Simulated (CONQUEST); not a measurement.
CdSe (Cadmoselite):

```xyz
8
Lattice="4.3000 0.0000 0.0000 0.0000 7.0200 0.0000 0.0000 0.0000 7.4478" Properties=species:S:1:pos:R:3 pbc="T T T"
Cd    2.1404    3.5110    6.2088
Cd    4.2904    3.5110    2.4849
Cd    0.0446    0.0033    4.9866
Cd    2.1946    0.0033    1.2627
Se    2.1087    6.1770    6.2343
Se    4.2587    6.1770    2.5104
Se    2.1442    2.6964    1.2187
Se    4.2942    2.6964    4.9427
```

The cell isn't the ideal one: atoms moved at random, drawn with an rms of 0.05 Å.

Base run:

* Program: CONQUEST 1.3
* Functional: PBE
* Potentials or basis: PseudoDojo NC PBE, SZP, grid cutoff 120 Ha
* k mesh: 6 × 4 × 4
* Occupations: fermi-dirac, width 0.05 eV
* Spin: no spin polarisation

Its results: band gap on the k mesh 1.02 eV; pressure 5.1 GPa; largest force 0.689 eV/Å.

Problem. After a change of settings the same cell gave: band gap on the k mesh 0.20 eV; pressure 9.3 GPa; largest force 0.711 eV/Å. Which change was it?
A. potentials or basis from PseudoDojo NC PBE, SZP, grid cutoff 120 Ha to PseudoDojo NC PBE, SZ, grid cutoff 120 Ha
B. potentials or basis from PseudoDojo NC PBE, SZP, grid cutoff 120 Ha to PseudoDojo NC PBE, DZP, grid cutoff 120 Ha
C. potentials or basis from PseudoDojo NC PBE, SZP, grid cutoff 120 Ha to PseudoDojo NC PBE, DZ, grid cutoff 120 Ha

Solution. A.

Caveats: the atomic basis is small; the basis of atomic orbitals isn't converged, which shifts pressures, moduli and gaps.
